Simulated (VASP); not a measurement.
# CoO (R-3m) in VASP: further runs, part 2 of 2

VASP 6.6.1.

## (4) Relaxation of cell and atoms, PBEsol, collinear spin, ferromagnetic start

Contents of INCAR:

```
SYSTEM = CoO
PREC     = Accurate       ! precision mode
ENCUT    = 600            ! plane-wave cutoff, eV
EDIFF    = 1E-7           ! SCF threshold, eV
ISMEAR   = -1             ! smearing method
SIGMA    = 0.05           ! smearing width, eV
LREAL    = .False.        ! projectors in reciprocal space
LASPH    = .True.         ! aspherical terms in the spheres
NELM     = 120            ! most SCF steps
ALGO     = Normal         ! electronic algorithm
ISIF     = 3              ! what is computed and relaxed
LWAVE    = .False.        ! write WAVECAR
LCHARG   = .False.        ! write CHGCAR
ISPIN    = 2              ! spin polarisation
MAGMOM   = 2 0            ! initial moments
LORBIT   = 11             ! projections on sites
LMAXMIX  = 4              ! l up to which the mixer works
GGA      = PS             ! functional
IBRION   = 2              ! ionic algorithm
NSW      = 60             ! ionic steps
EDIFFG   = -0.01          ! ionic threshold
```

Contents of KPOINTS:

```
regular mesh
0
Gamma
  10 10 10
  0 0 0
```

Contents of POSCAR:

```
CoO
1.0
    1.5054695445      0.8691832468      2.4399269062
   -1.5054695445      0.8691832468      2.4399269062
    0.0000000000     -1.7383664936      2.4399269062
Co O
1 1
Direct
    0.0000000000      0.0000000000      0.0000000000
    0.5000000000      0.5000000000      0.5000000000
```

Potentials or basis: VASP PAW PBE potentials, release 64 (Co, O).

Run with:

```console
> cat potpaw_PBE.64/Co/POTCAR potpaw_PBE.64/O/POTCAR > POTCAR
> mpirun -np 1 vasp_std > vasp.out
```

OUTCAR:

```text
SYSTEM = CoO
   PREC = Accurate
   ENCUT = 600
   EDIFF = 1E-7
   ISMEAR = -1
   LREAL = .False.
   LASPH = .True.
   NELM = 120
   ISIF = 3
   ISPIN = 2
   LORBIT = 11
   GGA = PS
   IBRION = 2
   NSW = 60
   EDIFFG = -0.01

 ion  position               nearest neighbor table
   1  0.000  0.000  0.000-   2 2.12   2 2.12   2 2.12   2 2.12   2 2.12   2 2.12
   2  0.500  0.500  0.500-   1 2.12   1 2.12   1 2.12   1 2.12   1 2.12   1 2.12

  LATTYP: Found a trigonal (rhomboedric) cell.
 ALAT       =     2.9958573687
 COS(alpha) =     0.4949531368

  Lattice vectors:

 A1 = (   1.5054695445,   0.8691832468,   2.4399269062)
 A2 = (  -1.5054695445,   0.8691832468,   2.4399269062)
 A3 = (   0.0000000000,  -1.7383664936,   2.4399269062)

Analysis of symmetry for initial positions (statically):
=====================================================================
 Subroutine PRICEL returns:
 Original cell was already a primitive cell.

 Routine SETGRP: Setting up the symmetry group for a
 trigonal (rhombohedral) supercell.

 Subroutine GETGRP returns: Found 12 space group operations
 (whereof 12 operations were pure point group operations)
 out of a pool of 12 trial point group operations.

The static configuration has the point symmetry D_3d.

Analysis of symmetry for dynamics (positions and initial velocities):
=====================================================================
 Subroutine PRICEL returns:
 Original cell was already a primitive cell.

 Routine SETGRP: Setting up the symmetry group for a
 trigonal (rhombohedral) supercell.

 Subroutine GETGRP returns: Found 12 space group operations
 (whereof 12 operations were pure point group operations)
 out of a pool of 12 trial point group operations.

The dynamic configuration has the point symmetry D_3d.

Analysis of structural, dynamic, and magnetic symmetry:
=====================================================================
 Subroutine PRICEL returns:
 Original cell was already a primitive cell.

 Routine SETGRP: Setting up the symmetry group for a
 trigonal (rhombohedral) supercell.

 Subroutine GETGRP returns: Found 12 space group operations
 (whereof 12 operations were pure point group operations)
 out of a pool of 12 trial point group operations.
[... 160 lines left out ...]
  external PRESSURE =     -98.7900126 kB  Pullay stress =       0.0000000 kB
[... 89 lines left out ...]
  FREE ENERGIE OF THE ION-ELECTRON SYSTEM (eV)
  ---------------------------------------------------
  free  energy   TOTEN  =       -14.0090460588 eV

  energy  without entropy=      -13.9752395759  energy(sigma->0) =      -13.99214282

[... ionic steps 4 to 16 ...]

--------------------------------------- Ionic step       17  -------------------------------------------

 number of electron      15.0000001 magnetization       2.6538643

------------------------ aborting loop because EDIFF is reached ----------------------------------------
[... 67 lines left out ...]
--------------------------------------- Ionic step       19  -------------------------------------------

 number of electron      15.0000001 magnetization       2.6444733

 Free energy of the ion-electron system (eV)
  ---------------------------------------------------
  ext. energy  EPLUGINS =         0.00000000
  ---------------------------------------------------
  free energy    TOTEN  =       -14.02335279 eV

  energy without entropy =      -13.99764740  energy(sigma->0) =      -14.01050010

 E-fermi :   8.9429     XC(G=0): -13.1493

 val. band max:        8.9385526819   @ k =  -0.4000   0.5000   0.4000
 cond. band min:       8.9432049656   @ k =  -0.4000   0.3000   0.3000
 fundamental gap:      0.0046522838
 Fermi energy:         8.9428837292

 spin component 1

 k-point     1 :       0.0000    0.0000    0.0000
  band No.  band energies     occupation
      1     -11.9964      1.00000
      2       5.2093      1.00000
      3       5.2093      1.00000
      4       5.4986      1.00000
      5       5.4986      1.00000
      6       5.8350      1.00000
      7       5.8350      1.00000
      8       5.8986      1.00000
      9       6.1602      1.00000
     10      10.3062      0.00000
     11      25.7106      0.00000
     12      26.5540      0.00000
[... 333 lines left out ...]
      1     -10.7198      1.00000
      2       1.2305      1.00000
      3       3.2433      1.00000
      4       4.2231      1.00000
      5       5.2591      1.00000
      6       6.3852      1.00000
      7       7.0470      1.00000
      8       7.2349      1.00000
      9       7.4291      1.00000
     10      15.4533      0.00000
     11      19.2682      0.00000
     12      21.3885      0.00000

 [... further k-points ...]

 spin component 2

 k-point     1 :       0.0000    0.0000    0.0000
  band No.  band energies     occupation
      1     -11.5496      1.00000
      2       5.6916      1.00000
      3       5.6916      1.00000
      4       6.4685      1.00000
      5       7.3962      1.00000
      6       7.3962      1.00000
      7       7.9422      1.00000
      8       8.7042      0.99162
      9       8.7042      0.99162
     10      10.8642      0.00000
     11      25.7140      0.00000
     12      27.1170      0.00000
[... 374 lines left out ...]
  FREE ENERGIE OF THE ION-ELECTRON SYSTEM (eV)
  ---------------------------------------------------
  free  energy   TOTEN  =       -14.0233527938 eV

  energy  without entropy=      -13.9976474045  energy(sigma->0) =      -14.01050010

 reached required accuracy - stopping structural energy minimisation

 total charge

# of ion       s       p       d       tot
------------------------------------------
    1        0.321   0.415   7.221   7.957
    2        1.550   3.427   0.000   4.976
--------------------------------------------------
tot          1.871   3.841   7.221  12.934

 magnetization (x)

# of ion       s       p       d       tot
------------------------------------------
    1        0.019   0.019   2.307   2.345
    2        0.030   0.225   0.000   0.255
--------------------------------------------------
tot          0.050   0.244   2.307   2.600
```

OSZICAR:

```text
N       E                     dE             d eps       ncg     rms          rms(c)
DAV:   1     0.916420872720E+02    0.91642E+02   -0.79202E+03  5616   0.161E+03
DAV:   2    -0.899115930010E+01   -0.10063E+03   -0.89911E+02  5904   0.300E+02
[... 201 lines left out ...]
DAV:   1    -0.140234469848E+02   -0.10559E-03   -0.46840E-03  5724   0.824E-01    0.842E-02
DAV:   2    -0.140233651131E+02    0.81872E-04   -0.13837E-04  6524   0.227E-01    0.429E-02
DAV:   3    -0.140233581550E+02    0.69581E-05   -0.11988E-04  7320   0.134E-01    0.322E-02
DAV:   4    -0.140233542050E+02    0.39500E-05   -0.91398E-06  7064   0.762E-02    0.779E-03
DAV:   5    -0.140233527788E+02    0.14262E-05   -0.82778E-06  7148   0.294E-02    0.598E-03
DAV:   6    -0.140233527938E+02   -0.15033E-07   -0.80514E-07  4084   0.103E-02
  19 F= -.14023353E+02 E0= -.14010500E+02  d E =-.183809E-03  mag=     2.6445
```

CONTCAR:

```text
CoO
   1.00000000000000
     1.5247360179537415    0.8803067504358000    2.2110568255019758
    -1.5247360179537410    0.8803067504358000    2.2110568255019758
     0.0000000000000002   -1.7606135008716024    2.2110568255019762
  Co              O
     1     1
Direct
     0.0000000000000000    0.0000000000000000    0.0000000000000000
     0.5000000000000000    0.5000000000000000    0.5000000000000000

  0.00000000E+00  0.00000000E+00  0.00000000E+00
  0.00000000E+00  0.00000000E+00  0.00000000E+00
```

Wall time 4.3 min (1 thread of Intel Xeon 6975P-C (Granite Rapids), shared host); peak memory 0.21 GiB.

What came out:

| Property | Result |
| --- | --- |
| Free energy | -14.0234 eV |
| Relaxed volume | 8.90 Å³/atom |
| Relaxed cell | a = 2.826 Å, b = 2.826 Å, c = 2.826 Å, α = 65.29°, β = 65.29°, γ = 65.29° |
| Space group after relaxing (to 0.05 Å) | R-3m (No. 166) |
| Energy gained by relaxing | 24.7 meV/atom |
| Ionic steps | 19 |
| Pressure after relaxing | 0.0 GPa |
| Band gap on the k mesh | none (metal or under the smearing width) |
| Net moment | 2.64 μB per cell |
| Site moments | Co +2.35; O +0.26 μB |
| Valence electrons inside the program's atomic spheres | Co 7.96; O 4.98 |

The path:
```csv
step,energy change (eV),largest force (eV/Å),pressure (GPa),volume (Å³)
1,0.0000,0.0000,-9.88,19.16
2,-0.0294,0.0000,3.49,17.57
3,-0.0351,0.0000,0.30,18.01
4,-0.0351,0.0000,0.04,18.04
5,-0.0351,0.0000,-0.17,18.07
6,-0.0352,0.0000,-0.18,18.07
7,-0.0355,0.0000,-0.18,18.06
8,-0.0365,0.0000,-0.19,18.06
9,-0.0395,0.0000,-0.26,18.04
10,-0.0462,0.0000,-0.69,17.99
11,-0.0431,0.0000,-1.62,17.84
12,-0.0487,0.0000,-1.02,17.95
13,-0.0489,0.0000,-1.13,17.94
14,-0.0490,0.0000,-1.00,17.92
15,-0.0492,0.0000,-0.71,17.87
16,-0.0492,0.0000,-0.56,17.85
17,-0.0492,0.0000,-0.45,17.84
18,-0.0494,0.0000,-0.13,17.82
19,-0.0494,0.0000,0.04,17.81
```

Final structure:
```
Co O
1.0
     1.52474    0.88031    2.21106
    -1.52474    0.88031    2.21106
     0.00000   -1.76061    2.21106
Co O
1 1
Direct
  0.00000 0.00000 0.00000
  0.50000 0.50000 0.50000
```

Caveat: the PAW data sets were made with another functional, which shifts forces and pressure a little; a cell with one magnetic atom can't hold antiferromagnetic order, which such compounds often take; semilocal functionals often make such compounds metallic where correlation or magnetic order opens a gap, which also shifts bond lengths. With open d or f shells a metallic result of PBEsol can be an artefact of self-interaction; +U or a hybrid may open a gap.

## (5) Single point, PBEsol, collinear spin, ferromagnetic start

Contents of INCAR:

```
ALGO = Normal
EDIFF = 1E-6
ENCUT = 520
GGA = PS
ISIF = 2
ISMEAR = 0
ISPIN = 2
LASPH = True
LCHARG = True
LELF = True
LMAXMIX = 4
LORBIT = 11
LREAL = False
LVHAR = True
LWAVE = False
MAGMOM = 2 0
NBANDS = 18
NELM = 100
PREC = Accurate
SIGMA = 0.02
```

Contents of KPOINTS:

```
k-points
0
Gamma
  11 11 11
```

POSCAR is that of step 4.

Potentials or basis: VASP PAW PBE potentials, release 54 (Co, O).

Run with:

```console
> cat potpaw_PBE.54/Co/POTCAR potpaw_PBE.54/O/POTCAR > POTCAR
> mpirun -np 1 vasp_std > vasp.out
```

Run time: 79 s. Hardware: 1 thread of Intel Xeon Platinum 8488C (Sapphire Rapids), shared host; peak memory 0.2 GiB.

It converged, with:

```
Free energy                                           : -13.9567 eV
Pressure                                              : -9.5 GPa
Band gap on the k mesh                                : none (metal or under the smearing width)
Net moment                                            : 2.95 μB per cell
Site moments                                          : Co +2.57; O +0.33 μB
Valence electrons inside the program's atomic spheres : Co 7.82; O 4.95
```

Stress tensor (GPa, compression positive):
```
-9.34  0.00  0.00
 0.00 -9.34  0.00
 0.00  0.00 -9.84
```

Levels at points of the mesh, in eV from the Fermi level:
Spin up:
| k point | band 6 | band 7 | band 8 | band 9 | band 10 | band 11 | band 12 | band 13 |
| --- | --- | --- | --- | --- | --- | --- | --- | --- |
| (0.00, 0.00, 0.00) | -3.24 | -3.20 | -3.20 | -3.16 | 0.87 | 16.58 | 17.89 | 17.89 |
Spin down:
| k point | band 2 | band 3 | band 4 | band 5 | band 6 | band 7 | band 8 | band 9 | band 10 | band 11 |
| --- | --- | --- | --- | --- | --- | --- | --- | --- | --- | --- |
| (0.00, 0.00, 0.00) | -2.66 | -2.66 | -2.61 | -1.14 | -1.14 | -1.12 | -0.16 | -0.16 | 1.43 | 16.53 |

Caveat: the PAW data sets were made with another functional, which shifts forces and pressure a little; a cell with one magnetic atom can't hold antiferromagnetic order, which such compounds often take; semilocal functionals often make such compounds metallic where correlation or magnetic order opens a gap, which also shifts bond lengths.

## (6) Single point, PBEsol, collinear spin, ferromagnetic start

Contents of run.py:

```python
from ase.calculators.vasp import Vasp
from ase.dft.bandgap import bandgap
from ase.spacegroup import crystal

atoms = crystal(
    ['Co', 'O'],
    basis=[[0.0, 0.0, 0.0], [0.3333333333, 0.6666666667, 0.1666666667]],
    spacegroup=166,
    setting=1,
    cellpar=[3.01093909, 3.01093909, 7.31978072, 90.0, 90.0, 120.0],
    primitive_cell=True,
)
atoms.set_initial_magnetic_moments([0.0, 2.0])
calc = Vasp(
    directory='calc',
    xc='pbesol',
    pp='PBE',
    setups='recommended',
    pp_version='54',
    prec='Accurate',
    encut=520,
    ediff=1e-07,
    ismear=0,
    sigma=0.02,
    lreal=False,
    lasph=True,
    nelm=100,
    algo='Fast',
    isif=2,
    lwave=False,
    lcharg=False,
    ispin=2,
    lorbit=11,
    lmaxmix=4,
    kpts=[11, 11, 11],
    gamma=True,
    nbands=18,
)
atoms.calc = calc

print('energy (eV):', atoms.get_potential_energy())
print('free energy (eV):', atoms.get_potential_energy(force_consistent=True))
print('forces (eV/A):')
print(atoms.get_forces())
print('stress (eV/A^3, Voigt):', atoms.get_stress())
print('Fermi level (eV):', calc.get_fermi_level())
print('moment (muB):', atoms.get_magnetic_moment())
print('site moments (muB):', atoms.get_magnetic_moments())
gap, top, bottom = bandgap(calc)
print('band gap (eV):', gap, 'from (spin, k, band)', top, 'to', bottom)
```

Potentials or basis: VASP PAW PBE potentials, release 54 (O, Co).

Run with:

```console
> python run.py
```

Run time: 77 s. Hardware: 1 thread of Intel Xeon Platinum 8488C (Sapphire Rapids), shared host; peak memory 0.2 GiB.

The run converged. Its results:

| Property | Result |
| --- | --- |
| Free energy | -13.9567 eV |
| Pressure | -9.5 GPa |
| Band gap on the k mesh | none (metal or under the smearing width) |
| Net moment | 2.95 μB per cell |
| Site moments | O +0.33; Co +2.57 μB |
| Valence electrons inside the program's atomic spheres | O 4.95; Co 7.82 |

Stress tensor (GPa, compression positive):
```
-9.36  0.00  0.00
 0.00 -9.36  0.00
 0.00  0.00 -9.86
```

Levels at points of the mesh, in eV from the Fermi level:
Spin up:
```csv
k point,band 5,band 6,band 7,band 8,band 9,band 10,band 11,band 12,band 13,band 14
"(0.00, 0.00, 0.00)",-3.29,-3.24,-3.20,-3.20,-3.16,0.87,16.58,17.89,17.89,18.10
```
Spin down:
| k point | band 4 | band 5 | band 6 | band 7 | band 8 | band 9 |
| --- | --- | --- | --- | --- | --- | --- |
| (0.00, 0.00, 0.00) | -2.61 | -1.14 | -1.14 | -1.12 | -0.16 | -0.16 |

Caveat: the PAW data sets were made with another functional, which shifts forces and pressure a little; a cell with one magnetic atom can't hold antiferromagnetic order, which such compounds often take; semilocal functionals often make such compounds metallic where correlation or magnetic order opens a gap, which also shifts bond lengths. With open d or f shells a metallic result of PBEsol can be an artefact of self-interaction; +U or a hybrid may open a gap.

## (7) Summary

| task | level | potentials or basis | cell | k mesh | cutoff (eV) | smearing | ladder | gap on the mesh (eV) | pressure (GPa) | moment (μB) |
| --- | --- | --- | --- | --- | --- | --- | --- | --- | --- | --- |
| single point | RPBE | VASP PAW PBE potentials, release 64 (O_GW, Co_GW) | as given | 11 × 11 × 11 | 550 | gaussian 0.02 eV | - | none | 5.3 | 2.96 |
| single point | PBE | VASP PAW PBE potentials, release 64 (Co, O) | as given | 11 × 11 × 11 | 520 | fermi-dirac 0.05 eV | - | none | -0.8 | 2.87 |
| relaxation of cell and atoms | PBEsol | VASP PAW PBE potentials, release 64 (Co, O) | relaxed | 10 × 10 × 10 | 600 | fermi-dirac 0.05 eV | gaps | none | 0.0 | 2.64 |
| single point | PBEsol | VASP PAW PBE potentials, release 54 (Co, O) | as given | 11 × 11 × 11 | 520 | gaussian 0.02 eV | - | none | -9.5 | 2.95 |
| single point | PBEsol | VASP PAW PBE potentials, release 54 (O, Co) | as given | 11 × 11 × 11 | 520 | gaussian 0.02 eV | - | none | -9.5 | 2.95 |

Alike in all rows: spin collinear, ferromagnetic start.

Caveats: a cell with one magnetic atom can't hold antiferromagnetic order, which such compounds often take; semilocal functionals often make such compounds metallic where correlation or magnetic order opens a gap, which also shifts bond lengths; the PAW data sets were made with another functional, which shifts forces and pressure a little (some runs).

Absolute energies hang on the potentials; compare differences alone.
